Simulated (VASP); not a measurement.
Runs of VASP 6.6.1 on B. It takes space group Pm-3m (No. 221, cubic). Conventional cell: a = 1.885 Å, b = 1.885 Å, c = 1.885 Å, α = 90.00°, β = 90.00°, γ = 90.00°. Around B (site symmetry m-3m) lie 6 B at 1.89 Å. The cell was built by a generator and needn't be a form met in nature.

```tsv
level	potentials or basis	further INCAR settings	pressure (GPa)
AM05	VASP PAW PBE potentials, release 64 (B)	ALGO = Fast; EDIFF = 1e-06	(c)
RPBE	VASP PAW PBE potentials, release 64 (B)	ALGO = Fast; EDIFF = 1e-06	3.9
BLYP	VASP PAW PBE potentials, release 64 (B)	ALGO = Fast; EDIFF = 1e-06	8.2
PBEsol	VASP PAW PBE potentials, release 64 (B)	ALGO = Fast; EDIFF = 1e-06	-2.2
PW91	VASP PAW PBE potentials, release 64 (B)	ALGO = Fast; EDIFF = 1e-06	1.6
r2SCAN	VASP PAW PBE potentials, release 64 (B)	ALGO = Normal; EDIFF = 1e-06	0.5
LDA	VASP PAW LDA potentials, release 64 (B)	ALGO = Fast; EDIFF = 1e-06	-7.1
TPSS	VASP PAW PBE potentials, release 64 (B)	ALGO = Normal; EDIFF = 1e-06	(b)
revPBE	VASP PAW PBE potentials, release 64 (B)	ALGO = Fast; EDIFF = 1e-06	3.2
SCAN	VASP PAW PBE potentials, release 64 (B)	ALGO = Normal; EDIFF = 1e-06	(a)
```

Alike in all rows: task band structure; no spin polarisation; cell as given; k mesh 14 × 14 × 14; cutoff (eV) 520; smearing fermi-dirac 0.05 eV.

Task: Fill in the values left out.

Result: (a) -1.1; (b) -1.7; (c) -3.9.

Caveats: the PAW data sets were made with another functional, which shifts forces and pressure a little (some runs).

Runs at the PBE level aren't shown here.
